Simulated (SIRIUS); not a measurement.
The system is AlAu.

```xyz
2
Lattice="3.2239 0.0000 0.0000 0.0000 3.2239 0.0000 0.0000 0.0000 3.2239" Properties=species:S:1:pos:R:3 pbc="T T T"
Au    1.6120    1.6120    1.6120
Al    0.0000    0.0000    0.0000
```

The cell comes from a database or a generator and needn't be the stable form of this composition.

- Program: SIRIUS 7.12.0
- Task: single point
- Functional: PBEsol
- Potentials or basis: all-electron FP-LAPW
- Cutoff: 164 eV
- Basis: apw+lo standard
- k mesh: 8 × 8 × 8
- Occupations: fermi-dirac, width 0.05 eV
- Spin: no spin polarisation

On this cell: largest force zero by symmetry; band gap on the k mesh none (metal or under the smearing width).

The same run follows on a disturbed copy (atoms moved at random):

```
Au Al
1.0
     3.22394    0.00000    0.00000
     0.00000    3.22394    0.00000
     0.00000    0.00000    3.22394
Au Al
1 1
Direct
  0.49221 0.49701 0.49416
  0.99426 0.00878 0.00983
```

Question: What does the disturbed cell give?

Answer: The energy (extrapolated to zero smearing) moves by +1.4 meV/atom; largest force 0.091 eV/Å; band gap on the k mesh none (metal or under the smearing width).

Forces in eV/Å, atoms in the order of the input:
```
Au   0.010  0.055  0.072
Al  -0.010 -0.054 -0.071
```
